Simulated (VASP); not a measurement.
Set up this calculation in VASP 6.6.1, as the native input.

```yaml
Task: band structure
Functional: PBEsol
Potentials_or_basis: VASP PAW PBE potentials, release 64 (Cd, Se)
Cutoff: 520 eV
k_mesh: 10 × 10 × 10
Occupations: gaussian, width 0.02 eV
Spin: no spin polarisation
Further_INCAR_settings: ALGO = Normal; EDIFF = 1e-07
```

The structure of CdSe lies in POSCAR:

```
CdSe
1.0
    0.0000000000      3.0463900000      3.0463900000
    3.0463900000      0.0000000000      3.0463900000
    3.0463900000      3.0463900000      0.0000000000
Cd Se
1 1
Direct
    0.0000000000      0.0000000000      0.0000000000
    0.2500000000      0.2500000000      0.2500000000
```

Measurements of this composition are mostly on another form, of space group No. 186.

The input as run:

INCAR

```
ALGO = Normal ; EDIFF = 1E-7
ENCUT = 520 ; GGA = PS
ISIF = 2 ; ISMEAR = 0
LASPH = True ; LCHARG = False
LREAL = False ; LWAVE = False
NELM = 100 ; PREC = Accurate
SIGMA = 0.02
```

KPOINTS

```
k-points
0
Gamma
  10 10 10
```

KPOINTS_OPT

```
path GXWKGLUWLK,UX
20
line-mode
reciprocal
 0.0000000000  0.0000000000  0.0000000000  G
 0.5000000000  0.0000000000  0.5000000000  X

 0.5000000000  0.0000000000  0.5000000000  X
 0.5000000000  0.2500000000  0.7500000000  W

 0.5000000000  0.2500000000  0.7500000000  W
 0.3750000000  0.3750000000  0.7500000000  K

 0.3750000000  0.3750000000  0.7500000000  K
 0.0000000000  0.0000000000  0.0000000000  G

 0.0000000000  0.0000000000  0.0000000000  G
 0.5000000000  0.5000000000  0.5000000000  L

 0.5000000000  0.5000000000  0.5000000000  L
 0.6250000000  0.2500000000  0.6250000000  U

 0.6250000000  0.2500000000  0.6250000000  U
 0.5000000000  0.2500000000  0.7500000000  W

 0.5000000000  0.2500000000  0.7500000000  W
 0.5000000000  0.5000000000  0.5000000000  L

 0.5000000000  0.5000000000  0.5000000000  L
 0.3750000000  0.3750000000  0.7500000000  K

 0.6250000000  0.2500000000  0.6250000000  U
 0.5000000000  0.0000000000  0.5000000000  X
```

Potentials or basis: VASP PAW PBE potentials, release 64 (Cd, Se).

Run with:

```bash
$ cat potpaw_PBE.64/Cd/POTCAR potpaw_PBE.64/Se/POTCAR > POTCAR
$ mpirun -np 1 vasp_std > vasp.out
```

Results of the run:

| Quantity | Value |
| --- | --- |
| Pressure | 0.0 GPa |
| Band gap on the k mesh | 0.47 eV, direct |
| Band gap along the path | 0.47 eV, direct |

Caveat: the PAW data sets were made with another functional, which shifts forces and pressure a little.

It took 95 s on 1 thread of Intel(R) Xeon(R) Platinum 8259CL CPU @ 2.50GHz (Skylake/Cascade Lake), on a shared host, peak memory 0.22 GiB.
